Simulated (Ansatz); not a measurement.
**Band structure of Be**

```xyz
1
Lattice="-1.2531 1.2531 1.2531 1.2531 -1.2531 1.2531 1.2531 1.2531 -1.2531" Properties=species:S:1:pos:R:3 pbc="T T T"
Be    0.0000    0.0000    0.0000
```

Structure from Materials Project entry mp-20 (possibly hypothetical), not relaxed further.

The calculation used DFT, PBE, all-electron LAPW, scalar-relativistic in Ansatz 0.2.0.

The runs use a Γ-centred 23×23×23 k mesh, Fermi–Dirac smearing of 0.03 eV, basis error target 0.25 meV/atom, no spin polarisation.

Points in fractions of the reciprocal vectors of this cell: Γ (0, 0, 0), H (0.5, -0.5, 0.5), N (0, 0, 0.5), P (0.25, 0.25, 0.25). The path joins them by straight lines in the order Γ–H–N–Γ–P–H–P–N; legs that retrace an earlier one aren't tabulated. Energies are in eV from the Fermi level.

(1) Metal or insulator at this level of theory?

(2) Tabulate bands 1 to 4, counted from the lowest band of the run, along the path.

Results:

(1) No gap opens: metallic or semimetallic.

(2) 
| k (1/Å) | point | band 1 | band 2 | band 3 | band 4 |
| --- | --- | --- | --- | --- | --- |
| 0.00 | Γ | -101.04 | -12.28 | 19.30 | 19.30 |
| 0.36 |  | -101.04 | -11.92 | 17.85 | 17.85 |
| 0.72 |  | -101.03 | -10.84 | 14.52 | 14.52 |
| 1.07 |  | -101.02 | -9.01 | 10.97 | 10.97 |
| 1.43 |  | -101.01 | -6.43 | 7.96 | 7.96 |
| 1.79 |  | -101.00 | -3.07 | 5.73 | 5.73 |
| 2.15 |  | -101.00 | 0.93 | 4.37 | 4.37 |
| 2.51 | H | -100.99 | 3.92 | 3.92 | 3.92 |
| 2.76 |  | -101.00 | 2.61 | 3.45 | 4.15 |
| 3.01 |  | -101.00 | 0.43 | 2.54 | 4.83 |
| 3.27 |  | -101.00 | -1.56 | 1.69 | 5.95 |
| 3.52 |  | -101.01 | -3.16 | 1.05 | 7.47 |
| 3.77 |  | -101.01 | -4.32 | 0.63 | 9.32 |
| 4.03 |  | -101.01 | -5.03 | 0.40 | 11.21 |
| 4.28 | N | -101.01 | -5.26 | 0.33 | 12.20 |
| 4.53 |  | -101.01 | -6.21 | 1.70 | 12.41 |
| 4.79 |  | -101.02 | -7.88 | 4.61 | 13.05 |
| 5.04 |  | -101.02 | -9.43 | 8.17 | 14.09 |
| 5.29 |  | -101.03 | -10.67 | 12.04 | 15.48 |
| 5.55 |  | -101.03 | -11.56 | 15.75 | 17.09 |
| 5.80 |  | -101.04 | -12.10 | 18.41 | 18.60 |
| 6.05 | Γ | -101.04 | -12.28 | 19.30 | 19.30 |
| 6.36 |  | -101.04 | -12.01 | 17.97 | 18.61 |
| 6.67 |  | -101.03 | -11.21 | 15.51 | 16.04 |
| 6.98 |  | -101.03 | -9.86 | 12.26 | 12.26 |
| 7.29 |  | -101.02 | -7.98 | 8.50 | 8.50 |
| 7.60 |  | -101.01 | -5.58 | 5.22 | 5.22 |
| 7.91 |  | -101.01 | -2.69 | 2.55 | 2.55 |
| 8.22 | P | -101.01 | 0.56 | 0.56 | 0.56 |
| 8.53 |  | -101.01 | -0.75 | -0.75 | 3.62 |
| 8.84 |  | -101.01 | -1.35 | -1.35 | 5.23 |
| 9.15 |  | -101.01 | -1.26 | -1.26 | 5.39 |
| 9.46 |  | -101.00 | -0.50 | -0.50 | 5.01 |
| 9.77 |  | -101.00 | 0.90 | 0.90 | 4.49 |
| 10.08 |  | -101.00 | 2.73 | 2.73 | 4.08 |
| 10.39 | H | -100.99 | 3.92 | 3.92 | 3.92 |
| 12.57 | P | -101.01 | 0.56 | 0.56 | 0.56 |
| 12.74 |  | -101.01 | -0.98 | 0.55 | 2.32 |
| 12.92 |  | -101.01 | -2.28 | 0.51 | 4.31 |
| 13.10 |  | -101.01 | -3.35 | 0.46 | 6.52 |
| 13.28 |  | -101.01 | -4.19 | 0.41 | 8.91 |
| 13.46 |  | -101.01 | -4.78 | 0.37 | 11.43 |
| 13.64 |  | -101.01 | -5.14 | 0.34 | 11.98 |
| 13.82 | N | -101.01 | -5.26 | 0.33 | 12.20 |
